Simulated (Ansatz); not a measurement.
Sb: changing the dispersion correction

The cell as given:

It takes space group Im-3m (No. 229, cubic). Conventional cell: a = 3.743 Å, b = 3.743 Å, c = 3.743 Å, α = 90.00°, β = 90.00°, γ = 90.00°. Sb (site symmetry m-3m) is surrounded by 8 Sb at 3.24 Å.

This isn't the form of Sb at room conditions, which is rhombohedral.

Kept alike: task relaxation of cell and atoms; functional PBEsol; k mesh 10 × 10 × 10; occupations fermi-dirac, width 0.05 eV; no spin polarisation. Program: Ansatz, Ansatz PAW, cutoff 420 eV. The mesh is that of the run's cell of 1 atom. No spin-orbit coupling.

```csv
dispersion correction,volume (Å³/atom)
D3(BJ),24.935
D3(BJ)-ATM,25.078
D4,25.458
none,26.213
```

Stopped at the starting cell, within the stress tolerance: none. The relaxations keep at least the cell's symmetry (Im-3m). For a metal such a mesh leaves the last digits unconverged. Relaxations stop with a little pressure left, so the last digits of a volume or edge aren't settled. All rows use potentials made for PBE.

Q: What does the dispersion correction change here?

A: The volume runs from 24.935 (D3(BJ)) to 26.213 Å³/atom (none). Against no correction: D3(BJ) -4.9 %; D3(BJ)-ATM -4.3 %; D4 -2.9 %. Dispersion terms mostly attract and so lower the volume; the schemes' coefficients and damping set how far.
